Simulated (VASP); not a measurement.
# Te2Pt in VASP: notebook

Runs on Te2Pt. Level: PBE. Tasks: single point.

All numbers are computed with VASP 6.6.1; they aren't measurements. Logs are shortened: lines on timing, memory, paths and dates and some standing lists are left out, and cuts for length are marked.

## 1. Starting point

The cell holds a slab with vacuum, 3 atoms: a = 4.010 Å, b = 4.010 Å, c = 8.601 Å, α = 90.00°, β = 90.00°, γ = 120.00°.

## 2. Single point, PBE

File INCAR:

```
PREC = Accurate
ENCUT = 460
EDIFF = 1E-7
ISMEAR = 0
SIGMA = 0.05
LREAL = False
LASPH = True
NELM = 120
ALGO = Normal
ISIF = 2
LWAVE = False
LCHARG = False
LDIPOL = True
IDIPOL = 3
DIPOL = 0.5 0.5 0.500
GGA = PE
NBANDS = 22
LVHAR = True
LVACPOTAV = True
```

File KPOINTS:

```
Automatic mesh
0
Gamma
  5 5 1
```

File POSCAR:

```
Te2Pt
1.0
    4.0100000000      0.0000000000      0.0000000000
   -2.0050000000      3.4727618700      0.0000000000
    0.0000000000      0.0000000000      8.6005000000
Te Pt
2 1
Direct
    0.6666666667      0.3333333333      0.3488169292
    0.3333333333      0.6666666667      0.6511830708
    0.0000000000      0.0000000000      0.5000000000
```

Potentials or basis: VASP PAW PBE potentials, release 64 (Te, Pt).

Launch:

```bash
$ cat potpaw_PBE.64/Te/POTCAR potpaw_PBE.64/Pt/POTCAR > POTCAR
$ mpirun -np 1 vasp_std > vasp.out
```

OUTCAR:

```text
PREC = Accurate
   ENCUT = 460
   EDIFF = 1E-7
   ISMEAR = 0
   LREAL = False
   LASPH = True
   NELM = 120
   ISIF = 2
   GGA = PE

 Found      5 irreducible k-points:

 Following reciprocal coordinates:
            Coordinates               Weight
  0.000000  0.000000  0.000000      1.000000
  0.200000  0.000000  0.000000      6.000000
  0.400000  0.000000  0.000000      6.000000
  0.200000  0.200000  0.000000      6.000000
  0.400000  0.200000  0.000000      6.000000
   k-points           NKPTS =      5   k-points in BZ     NKDIM =      5   number of bands    NBANDS=     22
   number of dos      NEDOS =    301   number of ions     NIONS =      3
   total plane-waves  NPLWV =  47040
   dimension x,y,z NGX =    28 NGY =   28 NGZ =   60
   dimension x,y,z NGXF=    56 NGYF=   56 NGZF=  120
   ions per type =               2   1
   NGX,Y,Z   is equivalent  to a cutoff of  11.61, 11.61, 11.60 a.u.
   NGXF,Y,Z  is equivalent  to a cutoff of  23.22, 23.22, 23.20 a.u.
 SYSTEM =  unknown system
   PREC   = accura    normal or accurate (medium, high low for compatibility)
   ISTART =      0    job   : 0-new  1-cont  2-samecut
   ICHARG =      2    charge: 1-file 2-atom 10-const
   ISPIN  =      1    spin polarized calculation?
   LNONCOLLINEAR =      F non collinear calculations
   LSORBIT =      F    spin-orbit coupling
   LASPH  =      T    aspherical Exc in radial PAW
   ENCUT  =  460.0 eV  33.81 Ry    5.81 a.u.   7.01  7.01 15.04*2*pi/ulx,y,z
   NELM   =    120;   NELMIN=  2; NELMDL= -5     # of ELM steps
   EDIFF  = 0.1E-06   stopping-criterion for ELM
   LREAL  =      F    real-space projection
   EDIFFG = 0.1E-05   stopping-criterion for IOM
   NSW    =      0    number of steps for IOM
   IBRION =     -1    ionic relax: 0-MD 1-quasi-New 2-CG
   NFREE  =      0    steps in history (QN), initial steepest desc. (CG)
   ISIF   =      2    stress and relaxation
   ISYM   =      2    0-nonsym 1-usesym 2-fastsym
   POTIM  = 0.5000    time-step for ionic-motion
   TEBEG  =    0.0;   TEEND  =   0.0 temperature during run
   PSTRESS=    0.0 pullay stress
   NELECT =      22.0000    total number of electrons
   NUPDOWN=      -1.0000    fix difference up-down
   EMIN   =  10.00;   EMAX   =-10.00  energy-range for DOS
   EFERMI =   0.00;   METHOD = LEGACY
   ISMEAR =     0;   SIGMA  =   0.05  broadening in eV -4-tet -1-fermi 0-gaus
   EFERMI_NEDOS =   21; number of points for ismear=-14 and -15
   IALGO  =     38    algorithm
   IMIX   =      4    mixing-type and parameters
     AMIX     =   0.40;   BMIX     =  1.00
     AMIX_MAG =   1.60;   BMIX_MAG =  1.00
  volume/ion in A,a.u.               =      39.92       269.41
  Fermi-wavevector in a.u.,A,eV,Ry     =   0.930611  1.758599 11.783138  0.866036
  Thomas-Fermi vector in A             =   2.057017
   LORBIT       =      0    0 simple, 1 ext, 2 COOP (PROOUT), +10 PAW based schemes
   GGA     = PE    functional components
   LHFCALC =     F    Hartree Fock is set to
   AEXX    =    0.0000 exact exchange contribution
   IVDW    =     0    specifies the selected vdW correction
   LEPSILON=     F    determine dielectric tensor
   LRPA    =     F    only Hartree local field effects (RPA)
 non-spin polarized calculation
 Gauss-broadening in eV      SIGMA  =   0.05
  energy-cutoff  :      460.00
  volume of cell :      119.77
 maximum number of plane-waves:      2693
 NGX is ok and might be reduce to    28
   NGX = 13   NGY = 13   NGZ = 31

 dipolmoment           0.000000      0.000000     -0.000000 electrons x Angstroem

 number of electron      21.9999999 magnetization

 dipolmoment           0.000000      0.000000      0.000000 electrons x Angstroem

 Free energy of the ion-electron system (eV)
  ---------------------------------------------------
  ext. energy  EPLUGINS =         0.00000000
  ---------------------------------------------------
  free energy    TOTEN  =       -13.31596454 eV

  energy without entropy =      -13.31596454  energy(sigma->0) =      -13.31596454

 E-fermi :   3.5766     XC(G=0):  -7.4415

 val. band max:        3.2806541639   @ k =   0.2000   0.0000   0.0000
 cond. band min:       4.0597968654   @ k =   0.2000   0.0000   0.0000
 fundamental gap:      0.7791427015
 Fermi energy:         3.5766099364

 k-point     1 :       0.0000    0.0000    0.0000
  band No.  band energies     occupation
      1     -10.0222      2.00000
      2      -7.5607      2.00000
      3      -2.3118      2.00000
      4      -2.3118      2.00000
      5      -1.9770      2.00000
      6      -0.3447      2.00000
[... 14 lines left out ...]
     21      13.0681      0.00000
     22      13.0681      0.00000

 k-point     2 :       0.2000    0.0000    0.0000
  band No.  band energies     occupation
      1      -9.5829      2.00000
      2      -7.6242      2.00000
      3      -2.2998      2.00000
      4      -2.0852      2.00000
      5      -1.6616      2.00000
      6      -0.7814      2.00000
[... 14 lines left out ...]
     21      12.6350      0.00000
     22      12.7763      0.00000

 k-point     3 :       0.4000    0.0000    0.0000
  band No.  band energies     occupation
      1      -8.5492      2.00000
      2      -7.8478      2.00000
      3      -2.9349      2.00000
      4      -1.7768      2.00000
      5      -1.4409      2.00000
      6      -0.8013      2.00000
[... 14 lines left out ...]
     21      13.2763      0.00000
     22      14.1508      0.00000

 k-point     4 :       0.2000    0.2000    0.0000
  band No.  band energies     occupation
      1      -8.8349      2.00000
      2      -7.7444      2.00000
      3      -2.1374      2.00000
      4      -2.1196      2.00000
      5      -1.6397      2.00000
      6      -0.8693      2.00000
[... 14 lines left out ...]
     21      12.9898      0.00000
     22      13.3781      0.00000

 k-point     5 :       0.4000    0.2000    0.0000
  band No.  band energies     occupation
      1      -8.0314      2.00000
      2      -8.0026      2.00000
      3      -2.9803      2.00000
      4      -1.9553      2.00000
      5      -1.5218      2.00000
      6      -0.7287      2.00000
[... 14 lines left out ...]
     21      12.8722      0.00000
     22      13.0483      0.00000

------------------------ aborting loop because EDIFF is reached ----------------------------------------

  FORCE on cell =-STRESS in cart. coord.  units (eV):
  Direction    XX          YY          ZZ          XY          YZ          ZX
  --------------------------------------------------------------------------------------
  -------------------------------------------------------------------------------------
  Total        2.7212083      2.7212083      2.9905275      0.0000000      0.0000000      0.0000000
  in kB       36.4023390     36.4023390     40.0050948      0.0000000      0.0000000      0.0000000
  external PRESSURE =      37.6032576 kB  Pullay stress =       0.0000000 kB

 VOLUME and BASIS-vectors are now :
 -----------------------------------------------------------------------------
  energy-cutoff  :      460.00
  volume of cell :      119.77
      direct lattice vectors                 reciprocal lattice vectors
     4.010000000  0.000000000  0.000000000     0.249376559  0.143977623  0.000000000
    -2.005000000  3.472761870  0.000000000     0.000000000  0.287955246  0.000000000
     0.000000000  0.000000000  8.600500000     0.000000000  0.000000000  0.116272310

 POSITION                                       TOTAL-FORCE (eV/Angst)
 -----------------------------------------------------------------------------------
      2.00500      1.15759      3.00000        -0.000000      0.000000     -1.122686
     -0.00000      2.31517      5.60050         0.000000     -0.000000      1.122686
      0.00000      0.00000      4.30025         0.000000      0.000000      0.000000
 -----------------------------------------------------------------------------------
    total drift:                               -0.000000      0.000000      0.000000

  FREE ENERGIE OF THE ION-ELECTRON SYSTEM (eV)
  ---------------------------------------------------
  free  energy   TOTEN  =       -13.3159645357 eV

  energy  without entropy=      -13.3159645357  energy(sigma->0) =      -13.31596454
```

stdout:

```text
POSCAR found type information on POSCAR TePt
 POSCAR found :  2 types and       3 ions
 scaLAPACK will be used
 LDA part: xc-table for (Slater+PW92), standard interpolation
 POSCAR, INCAR and KPOINTS ok, starting setup
 FFT: planning ... GRIDC
[... 62 lines left out ...]
|                                                                             |
|     Did not find any points to average over, which means that no vacuum     |
|     field-free region was found. Please increase the size of  your cell     |
|     in the dimension of the dipole correction to obtain accurate            |
|     workfunction values.                                                    |
|                                                                             |
 -----------------------------------------------------------------------------
```

It took 14 s on 1 thread of AMD EPYC 9R45 (Zen 5), shared host; peak memory 0.16 GiB.

The run converged, but some of its settings lie outside the range that counts as converged, so its numbers aren't taken as properties of the slab.

What came out:

* Free energy: -13.3160 eV
* Largest force: 1.123 eV/Å
* Band gap on the k mesh: 0.78 eV, direct

Caveat: spin-orbit coupling is left out, which moves the levels of the heavy elements.

## 3. Single point, PBE

This run uses another cell than the first one, of 49.21 Å³/atom, 1.233 times its volume.

INCAR is that of step 2.

KPOINTS is that of step 2.

File POSCAR:

```
Te2Pt
1.0
    4.0100000000      0.0000000000      0.0000000000
   -2.0050000000      3.4727618700      0.0000000000
    0.0000000000      0.0000000000     10.6005000000
Te Pt
2 1
Direct
    0.6666666667      0.3333333333      0.3773406915
    0.3333333333      0.6666666667      0.6226593085
    0.0000000000      0.0000000000      0.5000000000
```

Potentials or basis: VASP PAW PBE potentials, release 64 (Te, Pt).

Launch:

```bash
$ cat potpaw_PBE.64/Te/POTCAR potpaw_PBE.64/Pt/POTCAR > POTCAR
$ mpirun -np 1 vasp_std > vasp.out
```

Run time: 15 s. Hardware: 1 thread of AMD EPYC 9R45 (Zen 5), shared host; peak memory 0.2 GiB.

These settings aren't checked as converged: the numbers below hold their error.

What came out:

```
Free energy            : -13.3292 eV
Largest force          : 1.109 eV/Å
Band gap on the k mesh : 0.84 eV, direct
```

Caveat: spin-orbit coupling is left out, which moves the levels of the heavy elements.

## 4. Single point, PBE

This run uses another cell than the first one, of 67.77 Å³/atom, 1.698 times its volume.

INCAR, as its differences from that of step 3:

```diff
@@ -1,3 +1,3 @@
 PREC = Accurate
-ENCUT = 460
+ENCUT = 280
 EDIFF = 1E-7
```

File KPOINTS:

```
Automatic mesh
0
Gamma
  7 7 1
```

File POSCAR:

```
Te2Pt
1.0
    4.0100000000      0.0000000000      0.0000000000
   -2.0050000000      3.4727618700      0.0000000000
    0.0000000000      0.0000000000     14.6005000000
Te Pt
2 1
Direct
    0.6666666667      0.3333333333      0.4109448307
    0.3333333333      0.6666666667      0.5890551693
    0.0000000000      0.0000000000      0.5000000000
```

Launch:

```bash
$ cat potpaw_PBE.64/Te/POTCAR potpaw_PBE.64/Pt/POTCAR > POTCAR
$ mpirun -np 1 vasp_std > vasp.out
```

Wall time 21 s (1 thread of AMD EPYC 9R45 (Zen 5), shared host); peak memory 0.16 GiB.

The run converged, but some of its settings lie outside the range that counts as converged, so its numbers aren't taken as properties of the slab.

Results:

| Property | Result |
| --- | --- |
| Free energy | -13.4005 eV |
| Largest force | 1.087 eV/Å |
| Band gap on the k mesh | 1.04 eV, indirect (least direct gap 1.25 eV) |
| Ionisation potential of the upper face | 4.82 eV |

Caveat: the cutoff is under 1.25 times the usual one of these potentials, so pressure, stress and relaxed cells hold a basis-set (Pulay) error; spin-orbit coupling is left out, which moves the levels of the heavy elements.

## 5. Single point, PBE

This run uses another cell than the first one, of 67.77 Å³/atom, 1.698 times its volume.

INCAR, as its differences from that of step 4:

```diff
@@ -1,3 +1,3 @@
 PREC = Accurate
-ENCUT = 280
+ENCUT = 460
 EDIFF = 1E-7
```

File KPOINTS:

```
Automatic mesh
0
Gamma
  5 5 1
```

POSCAR is that of step 4.

Launch:

```bash
$ cat potpaw_PBE.64/Te/POTCAR potpaw_PBE.64/Pt/POTCAR > POTCAR
$ mpirun -np 1 vasp_std > vasp.out
```

Run time: 25 s. Hardware: 1 thread of AMD EPYC 9R45 (Zen 5), shared host; peak memory 0.24 GiB.

The run converged, but some of its settings lie outside the range that counts as converged, so its numbers aren't taken as properties of the slab.

Results:

- Free energy: -13.3327 eV
- Largest force: 1.107 eV/Å
- Band gap on the k mesh: 0.85 eV, direct
- Ionisation potential of the upper face: 4.83 eV

Caveat: spin-orbit coupling is left out, which moves the levels of the heavy elements.
